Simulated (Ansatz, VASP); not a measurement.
# One calculation of Cu, two programs

```xyz
1
Lattice="-0.0181 1.7985 1.7985 1.7985 -0.0181 1.7985 1.7985 1.7985 -0.0181" Properties=species:S:1:pos:R:3 pbc="T T T"
Cu    0.0000    0.0000    0.0000
```

Change from the starting cell: equal xy, yz and zx shear strains of -1 %, PAW files.

Alike in both runs: task electric field gradients; functional PBE; k mesh 19 × 19 × 19; occupations fermi-dirac, width 0.08 eV; no spin polarisation.

|  | VASP | Ansatz |
| --- | --- | --- |
| version | VASP 6.6.1 | Ansatz 0.2.0 |
| potentials or method | VASP PAW PBE potentials, release 64 (Cu) | PAW with Ansatz's default frozen-core files, scalar-relativistic |
| plane-wave cutoff (eV) | 520 | 420 |
| valence electrons in the cell | 11 | 19 |

VASP gave:

```
pressure (GPa)                                                 : 2.3
largest component of the traceless stress (GPa)                : 0.73
Vzz of the field gradient on the site that differs most (V/Å²) : -0.5
```

**Question.** Which values does Ansatz return?

**Answer.** Pressure (GPa): 1.8; largest component of the traceless stress (GPa): 0.74; Vzz of the field gradient on the site that differs most (V/Å²): 0.0.

The two sets of potentials don't hold the same shells in valence.
